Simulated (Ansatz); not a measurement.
**SrO: relaxation of cell and atoms with revPBE+D4**

The system is SrO.

```
CELL_PARAMETERS angstrom
0.00000 2.56630 2.56630
2.56630 0.00000 2.56630
2.56630 2.56630 0.00000
ATOMIC_POSITIONS crystal
Sr 0.50000 0.50000 0.50000
O 0.00000 0.00000 0.00000
```

```json
{"Program": "Ansatz 0.2.0", "Task": "relaxation of cell and atoms", "Functional": "revPBE", "Dispersion": "D4", "Potentials or basis": "Ansatz PAW", "Cutoff": "420 eV (not typed: the program's choice for these potentials)", "k mesh": "9 × 9 × 9", "Occupations": "fermi-dirac, width 0.05 eV", "Spin": "no spin polarisation"}
```

```yaml
Relaxed_volume: 17.40 Å³/atom
Relaxed_cell: a = 3.665 Å, b = 3.665 Å, c = 3.665 Å, α = 60.00°, β = 60.00°, γ = 60.00°
Space_group_after_relaxing_to_0.05_Å: Fm-3m (No. 225)
Energy_gained_by_relaxing: 4.0 meV/atom
Ionic_steps: 7
Pressure_after_relaxing: 0.0 GPa
Band_gap_on_the_k_mesh: 3.47 eV
```

The path:
| step | energy change (eV) | largest force (eV/Å) | volume (Å³) |
| --- | --- | --- | --- |
| 1 | 0.0000 | 0.0000 | 33.80 |
| 2 | 0.0021 | 0.0000 | 35.64 |
| 3 | -0.0055 | 0.0000 | 34.79 |
| 4 | -0.0056 | 0.0000 | 34.75 |
| 5 | -0.0079 | 0.0000 | 34.75 |
| 6 | -0.0078 | 0.0000 | 34.80 |
| 7 | -0.0079 | 0.0000 | 34.80 |

Final structure:
```cif
data_structure
_symmetry_space_group_name_H-M 'P 1'
_symmetry_Int_Tables_number 1
_cell_length_a 3.6647
_cell_length_b 3.6647
_cell_length_c 3.6647
_cell_angle_alpha 60.000
_cell_angle_beta 60.000
_cell_angle_gamma 60.000
_cell_volume 34.80
loop_
_atom_site_label
_atom_site_type_symbol
_atom_site_fract_x
_atom_site_fract_y
_atom_site_fract_z
_atom_site_occupancy
Sr1 Sr 0.50000 0.50000 0.50000 1
O1 O 0.00000 0.00000 0.00000 1
```

It took 3.3 s on 2 threads of Arm Neoverse V2, with other jobs on the host, peak memory 0.29 GiB.

Caveat: odd divisions of the mesh miss points on the zone boundary, where band edges often lie, so the gap on the mesh can be too wide; the plane-wave basis is chosen anew once the cell has moved, so the energies of steps on either side of that aren't comparable; the pressure holds a Pulay correction of +0.3 GPa for the finite cutoff; the PAW data sets come from PBE, with cores solved anew for the run's functional, which leaves a small shift of forces and pressure. Zero-point motion and thermal expansion aren't in these numbers.
